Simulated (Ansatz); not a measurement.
Ga started on a P site in phosphorene P, 48 atoms

Theory: DFT, PBEsol, PAW, plane waves in Ansatz 0.2.0.

Command:

```sh
ansatz run in.yaml --threads 7 --pin off --max-ram 13300MiB --runs-dir r --events-out ev --progress --plain
```

The input less its lattice and atoms:

```yaml
kpoints:
  mp_grid: { grid: [1, 1, 1] }
hamiltonian:
  xc: pbesol
scf:
  occupations: { method: fermi_dirac, width: 0.01 }
relax:
  f_tol: 0.03
  max_steps: 80
  escape_saddle: false
  adjacent_minimum: "off"
output:
  forces: true
  eigenvalues: true
  populations: true
```

Start:

```
P Ga
1.0
    13.14083    0.00000    0.00000
     0.00000   13.29807    0.00000
     0.00000    0.00000   18.00000
P Ga
47 1
Direct
  0.99788 0.02653 0.56042
  0.99687 0.36067 0.55926
  0.00031 0.69435 0.55989
  0.25093 0.02468 0.55747
  0.24917 0.35979 0.55957
  0.25044 0.69299 0.55590
  0.50145 0.02778 0.55868
  0.49984 0.35849 0.55921
  0.49945 0.69567 0.55888
  0.75066 0.02679 0.55758
  0.75154 0.36149 0.55998
  0.74862 0.69075 0.55902
  0.12393 0.13675 0.55834
  0.12505 0.46913 0.55806
  0.12425 0.80287 0.55969
  0.37410 0.14090 0.55833
  0.37704 0.80629 0.55584
  0.62383 0.14194 0.55820
  0.62311 0.47346 0.55914
  0.62231 0.80480 0.55851
  0.87643 0.14319 0.55832
  0.87428 0.47163 0.55926
  0.87494 0.80728 0.55763
  0.99903 0.30597 0.43944
  0.00198 0.64065 0.44107
  0.99823 0.97131 0.44253
  0.25085 0.30733 0.44217
  0.25136 0.63871 0.44021
  0.24989 0.97176 0.44188
  0.49837 0.30572 0.44159
  0.50052 0.63849 0.44150
  0.50099 0.97293 0.44087
  0.74893 0.30728 0.44156
  0.75128 0.63877 0.44358
  0.74798 0.97305 0.43895
  0.12377 0.19283 0.44145
  0.12267 0.52893 0.44336
  0.12476 0.86096 0.44128
  0.37296 0.19571 0.44154
  0.37575 0.52761 0.44093
  0.37308 0.86108 0.44070
  0.62591 0.19664 0.44121
  0.62459 0.52465 0.44241
  0.62590 0.86198 0.44172
  0.87415 0.19360 0.43987
  0.87518 0.52686 0.44166
  0.87360 0.86143 0.44135
  0.37538 0.47089 0.55910
```

Steps:

```json
{"step": "start", "energy less the first (eV)": "0.000", "largest force component (eV/Å)": "1.671"}
{"step": "1", "energy less the first (eV)": "-0.765", "largest force component (eV/Å)": "0.418"}
{"step": "2", "energy less the first (eV)": "-1.003", "largest force component (eV/Å)": "0.229"}
{"step": "3", "energy less the first (eV)": "-1.173", "largest force component (eV/Å)": "0.211"}
{"step": "4", "energy less the first (eV)": "-1.226", "largest force component (eV/Å)": "0.172"}
{"step": "5", "energy less the first (eV)": "-1.257", "largest force component (eV/Å)": "0.121"}
{"step": "6", "energy less the first (eV)": "-1.269", "largest force component (eV/Å)": "0.086"}
{"step": "7", "energy less the first (eV)": "-1.273", "largest force component (eV/Å)": "0.081"}
{"step": "8", "energy less the first (eV)": "-1.276", "largest force component (eV/Å)": "0.017"}
```

A structure on the way, about -1.00 eV from the start:

```xyz
48
Lattice="13.1408 0.0000 0.0000 0.0000 13.2981 0.0000 0.0000 0.0000 18.0000" Properties=species:S:1:pos:R:3 pbc="T T T"
P    13.1401    0.3525   10.1080
P    13.1003    4.8267   10.0282
P    13.1203    9.2121   10.0105
P     3.2836    0.3537   10.1228
P     3.1460    4.8296   10.2102
P     3.3070    9.1111    9.9132
P     6.5636    0.3616   10.1208
P     6.6869    4.8254   10.2057
P     6.5444    9.1387    9.9121
P     9.8485    0.3440   10.1035
P     9.8957    4.8345   10.0396
P     9.8658    9.1886   10.0228
P     1.6385    1.8400   10.1281
P     1.5662    6.3248   10.0218
P     1.6681   10.6276   10.0727
P     4.9193    1.8528   10.1503
P     4.9221   10.6268   10.0351
P     8.2089    1.8415   10.1290
P     8.2743    6.3256   10.0146
P     8.1866   10.6383   10.0719
P    11.4944    1.8406   10.0741
P    11.5015    6.3230    9.9918
P    11.4889   10.7152   10.0491
P    13.1345    4.0201    7.9429
P    13.1341    8.5186    7.8894
P     0.0126   12.9260    8.0047
P     3.2861    4.0967    8.0893
P     3.2154    8.5594    7.7625
P     3.2799   12.9291    8.0209
P     6.5639    4.1007    8.0812
P     6.6276    8.5533    7.7613
P     6.5713   12.9340    8.0094
P     9.8548    4.0293    7.9587
P     9.8589    8.5270    7.9017
P     9.8333   12.9245    7.9964
P     1.6620    2.5571    8.0220
P     1.6105    7.0232    7.8913
P     1.6515   11.4369    7.9773
P     4.9241    2.6217    8.0644
P     4.9200    7.1852    7.6446
P     4.9200   11.4499    7.9593
P     8.1892    2.5744    8.0288
P     8.2301    7.0154    7.8866
P     8.1977   11.4373    7.9778
P    11.4923    2.5256    7.9564
P    11.4883    7.0342    7.8821
P    11.4986   11.4472    7.9524
Ga    4.9169    6.3038    9.7861
```

End:

```
P Ga
1.0
    13.14083    0.00000    0.00000
     0.00000   13.29807    0.00000
     0.00000    0.00000   18.00000
P Ga
47 1
Direct
  0.99992 0.02539 0.57511
  0.99726 0.37497 0.55148
  0.99744 0.68212 0.54314
  0.24977 0.02649 0.57569
  0.24133 0.37992 0.56775
  0.25292 0.67282 0.53931
  0.49954 0.02650 0.57567
  0.50795 0.37990 0.56774
  0.49638 0.67278 0.53928
  0.74938 0.02539 0.57511
  0.75208 0.37496 0.55150
  0.75188 0.68210 0.54308
  0.12444 0.13889 0.57518
  0.11980 0.48539 0.54245
  0.12709 0.78482 0.55934
  0.37466 0.13916 0.57755
  0.37467 0.78453 0.55763
  0.62487 0.13890 0.57518
  0.62951 0.48535 0.54245
  0.62224 0.78478 0.55933
  0.87466 0.13829 0.57466
  0.87467 0.48415 0.54061
  0.87465 0.79484 0.55405
  0.99969 0.29219 0.44306
  0.00014 0.64211 0.42275
  0.00334 0.97915 0.45639
  0.24949 0.30436 0.45705
  0.24744 0.64509 0.41765
  0.24975 0.97710 0.45711
  0.49979 0.30436 0.45705
  0.50183 0.64506 0.41762
  0.49960 0.97710 0.45708
  0.74964 0.29219 0.44308
  0.74921 0.64209 0.42270
  0.74598 0.97913 0.45640
  0.12866 0.18660 0.45649
  0.12475 0.52844 0.42176
  0.12632 0.86580 0.44973
  0.37463 0.19432 0.46080
  0.37461 0.53657 0.40759
  0.37467 0.86745 0.44854
  0.62065 0.18661 0.45649
  0.62457 0.52843 0.42176
  0.62300 0.86574 0.44971
  0.87466 0.18114 0.45513
  0.87468 0.52936 0.42169
  0.87468 0.87176 0.44410
  0.37466 0.48878 0.53407
```

The run converged.

Time: 2 min of wall time on 7 threads of a Neoverse-V2 processor, on a host shared with other runs; peak host memory 2.4 GiB.

**Question.** How much energy did the relaxation gain, and which atom moved most?

**Answer.** 1.28 eV in 8 steps, from a start with small random displacements; atom 40 (P) moved 0.61 Å, the median atom 0.31 Å (drift of the whole cell removed).
